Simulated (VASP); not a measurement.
# GaSb (F-43m) in VASP: notebook

Aim: see how the results for GaSb move with the level of theory and the settings. Levels: PBEsol, PBE, LDA. Tasks: relaxation of cell and atoms, single point.

All numbers are computed with VASP 6.6.1; they aren't measurements. Logs are shortened: lines on timing, memory, paths and dates and some standing lists are left out, and cuts for length are marked.

**The experiment to reproduce.**

A printed reference work, data compilation reports, for a bulk crystal of GaSb at 4.2 K: band gap 0.811 eV (direct).

The runs below are set against these values where they give the same quantity.

## Step 1: The cell of the first run

It takes space group F-43m (No. 216, cubic). The conventional cell has a = 6.118 Å, b = 6.118 Å, c = 6.118 Å, α = 90.00°, β = 90.00°, γ = 90.00°. Within 3.5 Å of Sb (site symmetry -43m) lie 4 Ga at 2.65 Å. Within 3.5 Å of Ga (site symmetry -43m) lie 4 Sb at 2.65 Å.

## Step 2: Relaxation of cell and atoms, PBEsol, target pressure 10 GPa, at which the enthalpy is minimised

The input, INCAR:

```
SYSTEM = GaSb
PREC     = Accurate       ! precision mode
ENCUT    = 600            ! plane-wave cutoff, eV
EDIFF    = 1E-6           ! SCF threshold, eV
ISMEAR   = -1             ! smearing method
SIGMA    = 0.05           ! smearing width, eV
LREAL    = .FALSE.        ! projectors in reciprocal space
LASPH    = .TRUE.         ! aspherical terms in the spheres
NELM     = 60             ! most SCF steps
ALGO     = Normal         ! electronic algorithm
ISIF     = 3              ! what is computed and relaxed
LWAVE    = .FALSE.        ! write WAVECAR
LCHARG   = .FALSE.        ! write CHGCAR
GGA      = PS             ! functional
IBRION   = 2              ! ionic algorithm
NSW      = 80             ! ionic steps
EDIFFG   = -0.01          ! ionic threshold
PSTRESS  = 100.0
```

The input, KPOINTS:

```
Automatic mesh
0
G
  8 8 8
  0 0 0
```

The input, POSCAR:

```
GaSb
1.0
    0.0000000000      3.0590000000      3.0590000000
    3.0590000000      0.0000000000      3.0590000000
    3.0590000000      3.0590000000      0.0000000000
Sb Ga
1 1
Direct
    0.7500000000      0.7500000000      0.7500000000
    0.0000000000      0.0000000000      0.0000000000
```

Potentials or basis: VASP PAW PBE potentials, release 64 (Sb, Ga_d).

On the command line:

```bash
$ cat potpaw_PBE.64/Sb/POTCAR potpaw_PBE.64/Ga_d/POTCAR > POTCAR
$ mpirun -np 1 vasp_std > vasp.out
```

OUTCAR:

```text
SYSTEM = GaSb
   PREC = Accurate
   ENCUT = 600
   EDIFF = 1E-6
   ISMEAR = -1
   LREAL = .FALSE.
   LASPH = .TRUE.
   NELM = 60
   ISIF = 3
   GGA = PS
   IBRION = 2
   NSW = 80
   EDIFFG = -0.01
   PSTRESS = 100.0

 ion  position               nearest neighbor table
   1  0.750  0.750  0.750-   2 2.65   2 2.65   2 2.65   2 2.65
   2  0.000  0.000  0.000-   1 2.65   1 2.65   1 2.65   1 2.65

  LATTYP: Found a face centered cubic cell.
 ALAT       =     6.1180000000

  Lattice vectors:

 A1 = (   0.0000000000,   3.0590000000,   3.0590000000)
 A2 = (   3.0590000000,   0.0000000000,   3.0590000000)
 A3 = (   3.0590000000,   3.0590000000,   0.0000000000)

Analysis of symmetry for initial positions (statically):
=====================================================================
 Subroutine PRICEL returns:
 Original cell was already a primitive cell.

 Routine SETGRP: Setting up the symmetry group for a
 face centered cubic supercell.

 Subroutine GETGRP returns: Found 24 space group operations
 (whereof 24 operations were pure point group operations)
 out of a pool of 48 trial point group operations.

The static configuration has the point symmetry T_d .

Analysis of symmetry for dynamics (positions and initial velocities):
=====================================================================
 Subroutine PRICEL returns:
 Original cell was already a primitive cell.

 Routine SETGRP: Setting up the symmetry group for a
 face centered cubic supercell.

 Subroutine GETGRP returns: Found 24 space group operations
 (whereof 24 operations were pure point group operations)
 out of a pool of 48 trial point group operations.

The dynamic configuration has the point symmetry T_d .

 Subroutine INISYM returns: Found 24 space group operations
 (whereof 24 operations are pure point group operations),
 and found     1 'primitive' translations

----------------------------------------------------------------------------------------

                                     Primitive cell

  volume of cell :      57.2491

  direct lattice vectors                    reciprocal lattice vectors
     0.000000000  3.059000000  3.059000000    -0.163452109  0.163452109  0.163452109
     3.059000000  0.000000000  3.059000000     0.163452109 -0.163452109  0.163452109
     3.059000000  3.059000000  0.000000000     0.163452109  0.163452109 -0.163452109

  length of vectors
     4.326079287  4.326079287  4.326079287     0.283107357  0.283107357  0.283107357

  position of ions in fractional coordinates (direct lattice)
     0.750000000  0.750000000  0.750000000
     0.000000000  0.000000000  0.000000000

  ion indices of the primitive-cell ions
   primitive index   ion index
                 1           1
                 2           2

----------------------------------------------------------------------------------------

 KPOINTS: Automatic mesh

Automatic generation of k-mesh.
 Grid dimensions read from file:
 generate k-points for:    8    8    8

 Generating k-lattice:

  Cartesian coordinates                     Fractional coordinates (reciprocal lattice)
    -0.020431514  0.020431514  0.020431514     0.125000000  0.000000000  0.000000000
     0.020431514 -0.020431514  0.020431514     0.000000000  0.125000000  0.000000000
     0.020431514  0.020431514 -0.020431514     0.000000000  0.000000000  0.125000000

  Length of vectors
     0.035388420  0.035388420  0.035388420

  Shift w.r.t. Gamma in fractional coordinates (k-lattice)
     0.000000000  0.000000000  0.000000000

 Subroutine IBZKPT returns following result:
 ===========================================

 Found     29 irreducible k-points:

 Following reciprocal coordinates:
            Coordinates               Weight
  0.000000  0.000000  0.000000      1.000000
  0.125000  0.000000  0.000000      8.000000
  0.250000  0.000000  0.000000      8.000000
  0.375000  0.000000  0.000000      8.000000
  0.500000  0.000000  0.000000      4.000000
  0.125000  0.125000  0.000000      6.000000
[... 16 lines left out ...]
  0.500000  0.250000  0.125000     48.000000
 -0.375000  0.250000  0.125000     24.000000
 [... further k-points ...]
   k-points           NKPTS =     29   k-points in BZ     NKDIM =     29   number of bands    NBANDS=     13
   number of dos      NEDOS =    301   number of ions     NIONS =      2
   total plane-waves  NPLWV =  46656
   dimension x,y,z NGX =    36 NGY =   36 NGZ =   36
   dimension x,y,z NGXF=    72 NGYF=   72 NGZF=   72
   ions per type =               1   1
   NGX,Y,Z   is equivalent  to a cutoff of  13.83, 13.83, 13.83 a.u.
   NGXF,Y,Z  is equivalent  to a cutoff of  27.67, 27.67, 27.67 a.u.
 SYSTEM =  GaSb
   PREC   = accura    normal or accurate (medium, high low for compatibility)
   ISTART =      0    job   : 0-new  1-cont  2-samecut
   ICHARG =      2    charge: 1-file 2-atom 10-const
   ISPIN  =      1    spin polarized calculation?
   LNONCOLLINEAR =      F non collinear calculations
   LSORBIT =      F    spin-orbit coupling
   LASPH  =      T    aspherical Exc in radial PAW
   ENCUT  =  600.0 eV  44.10 Ry    6.64 a.u.   8.64  8.64  8.64*2*pi/ulx,y,z
   NELM   =     60;   NELMIN=  2; NELMDL= -5     # of ELM steps
   EDIFF  = 0.1E-05   stopping-criterion for ELM
   LREAL  =      F    real-space projection
   EDIFFG = -.1E-01   stopping-criterion for IOM
   NSW    =     80    number of steps for IOM
   IBRION =      2    ionic relax: 0-MD 1-quasi-New 2-CG
   NFREE  =      1    steps in history (QN), initial steepest desc. (CG)
   ISIF   =      3    stress and relaxation
   ISYM   =      2    0-nonsym 1-usesym 2-fastsym
   POTIM  = 0.5000    time-step for ionic-motion
   TEBEG  =    0.0;   TEEND  =   0.0 temperature during run
   PSTRESS=  100.0 pullay stress
   NELECT =      18.0000    total number of electrons
   NUPDOWN=      -1.0000    fix difference up-down
   EMIN   =  10.00;   EMAX   =-10.00  energy-range for DOS
   EFERMI =   0.00;   METHOD = LEGACY
   ISMEAR =    -1;   SIGMA  =   0.05  broadening in eV -4-tet -1-fermi 0-gaus
   EFERMI_NEDOS =   21; number of points for ismear=-14 and -15
   IALGO  =     38    algorithm
   IMIX   =      4    mixing-type and parameters
     AMIX     =   0.40;   BMIX     =  1.00
     AMIX_MAG =   1.60;   BMIX_MAG =  1.00
  volume/ion in A,a.u.               =      28.62       193.17
  Fermi-wavevector in a.u.,A,eV,Ry     =   1.113208  2.103657 16.860766  1.239231
  Thomas-Fermi vector in A             =   2.249790
   LORBIT       =      0    0 simple, 1 ext, 2 COOP (PROOUT), +10 PAW based schemes
   GGA     = PS    functional components
   LHFCALC =     F    Hartree Fock is set to
   AEXX    =    0.0000 exact exchange contribution
   IVDW    =     0    specifies the selected vdW correction
   LEPSILON=     F    determine dielectric tensor
   LRPA    =     F    only Hartree local field effects (RPA)
 conjugate gradient relaxation of ions
 non-spin polarized calculation
  energy-cutoff  :      600.00
  volume of cell :       57.25
 maximum number of plane-waves:      1926
   NGX = 17   NGY = 17   NGZ = 17

--------------------------------------- Ionic step        1  -------------------------------------------

 number of electron      18.0000006 magnetization

 Free energy of the ion-electron system (eV)
  ---------------------------------------------------
  ext. energy  EPLUGINS =         0.00000000
  ---------------------------------------------------
  free energy    TOTEN  =        -8.14800815 eV

  energy without entropy =       -8.14749346  energy(sigma->0) =       -8.14775081

------------------------ aborting loop because EDIFF is reached ----------------------------------------

  FORCE on cell =-STRESS in cart. coord.  units (eV):
  Direction    XX          YY          ZZ          XY          YZ          ZX
  --------------------------------------------------------------------------------------
  -------------------------------------------------------------------------------------
  Total       -0.0316295     -0.0316295     -0.0316295      0.0000000      0.0000000      0.0000000
  in kB       -0.8851863     -0.8851863     -0.8851863      0.0000000      0.0000000      0.0000000
  external PRESSURE =    -100.8851863 kB  Pullay stress =     100.0000000 kB
[... 23 lines left out ...]
  enthalpy is  TOTEN    =        -4.5748038803 eV   P V=        3.5732042693

--------------------------------------- Ionic step        2  -------------------------------------------

 number of electron      18.0000000 magnetization

 E-fermi :   8.1177     XC(G=0): -10.5070

 val. band max:        7.9970563784   @ k =   0.0000   0.0000   0.0000
 cond. band min:       8.2821489270   @ k =   0.3750   0.3750   0.0000
 fundamental gap:      0.2850925486
 Fermi energy:         8.1176741976

 k-point     1 :       0.0000    0.0000    0.0000
  band No.  band energies     occupation
      1      -7.8433      2.00000
      2      -7.8433      2.00000
      3      -7.8433      2.00000
      4      -7.7333      2.00000
      5      -7.7333      2.00000
      6      -5.7883      2.00000
      7       7.9971      1.83553
      8       7.9971      1.83553
      9       7.9971      1.83553
     10      10.1066      0.00000
     11      10.5859      0.00000
     12      10.5859      0.00000
     13      10.5859      0.00000
[... 441 lines left out ...]
  enthalpy is  TOTEN    =        -4.8423440383 eV   P V=        3.1136770798

--------------------------------------- Ionic step        4  -------------------------------------------

 number of electron      18.0000003 magnetization

 Free energy of the ion-electron system (eV)
  ---------------------------------------------------
  ext. energy  EPLUGINS =         0.00000000
  ---------------------------------------------------
  free energy    TOTEN  =        -7.94694151 eV

  energy without entropy =       -7.94690163  energy(sigma->0) =       -7.94692157

 E-fermi :   6.5547     XC(G=0):  -9.8912

 val. band max:        6.2874580638   @ k =   0.0000   0.0000   0.0000
 cond. band min:       6.8713688704   @ k =   0.3750   0.3750   0.0000
 fundamental gap:      0.5839108067
 Fermi energy:         6.5546956446

 k-point     1 :       0.0000    0.0000    0.0000
  band No.  band energies     occupation
      1      -9.0626      2.00000
      2      -9.0626      2.00000
      3      -9.0626      2.00000
      4      -8.9862      2.00000
      5      -8.9862      2.00000
      6      -6.2931      2.00000
      7       6.2875      1.99050
      8       6.2875      1.99050
      9       6.2875      1.99050
     10       7.3302      0.00000
     11       8.9830      0.00000
     12       8.9830      0.00000
     13       8.9830      0.00000
[... 397 lines left out ...]
  FREE ENERGIE OF THE ION-ELECTRON SYSTEM (eV)
  ---------------------------------------------------
  free  energy   TOTEN  =        -7.9469415066 eV

  energy  without entropy=       -7.9469016278  energy(sigma->0) =       -7.94692157

  enthalpy is  TOTEN    =        -4.8425092574 eV   P V=        3.1044322493

 reached required accuracy - stopping structural energy minimisation
```

It took 46 s on 1 thread of Intel Xeon Platinum 8559C (Emerald Rapids), shared host; peak memory 0.22 GiB.

What came out:

```
Free energy                                            : -7.9469 eV
Relaxed volume                                         : 24.87 Å³/atom
Relaxed cell                                           : a = 4.128 Å, b = 4.128 Å, c = 4.128 Å, α = 60.00°, β = 60.00°, γ = 60.00°
Space group after relaxing (to 0.05 Å)                 : F-43m (No. 216)
Energy change on relaxing (the enthalpy is what falls) : +100.5 meV/atom
Ionic steps                                            : 4
Pressure after relaxing                                : 10.0 GPa
Band gap on the k mesh                                 : 0.58 eV, indirect (least direct gap 1.04 eV)
```

The path:
| step | energy change (eV) | largest force (eV/Å) | pressure (GPa) | volume (Å³) |
| --- | --- | --- | --- | --- |
| 1 | 0.0000 | 0.0000 | -0.09 | 57.25 |
| 2 | 0.8685 | 0.0000 | 26.41 | 43.58 |
| 3 | 0.1920 | 0.0000 | 9.67 | 49.89 |
| 4 | 0.2011 | 0.0000 | 9.98 | 49.74 |

Final structure:
```
CELL_PARAMETERS angstrom
0.00000 2.91891 2.91891
2.91891 0.00000 2.91891
2.91891 2.91891 0.00000
ATOMIC_POSITIONS crystal
Sb 0.75000 0.75000 0.75000
Ga 0.00000 0.00000 0.00000
```

Levels at points of the mesh, in eV from the valence-band top:
```
           k point  band 5  band 6  band 7  band 8  band 9  band 10  band 11  band 12  band 13
(0.00, 0.00, 0.00)  -15.27  -12.58    0.00    0.00    0.00     1.04     2.70     2.70     2.70
(0.50, 0.00, 0.00)  -15.27  -10.56   -7.18   -1.41   -1.41     0.66     3.69     3.69     6.17
(0.50, 0.50, 0.00)  -15.27   -9.51   -7.55   -3.13   -3.13     0.64     0.86     9.61     9.61
```

Caveat: the cell is relaxed towards a set pressure, so the enthalpy falls and the energy may rise; the PAW data sets were made with another functional, which shifts forces and pressure a little; spin-orbit coupling is left out, which moves the levels of the heavy elements. As with any semilocal functional, this PBEsol gap is likely too small.

(Part 1 of 3 ends here.)
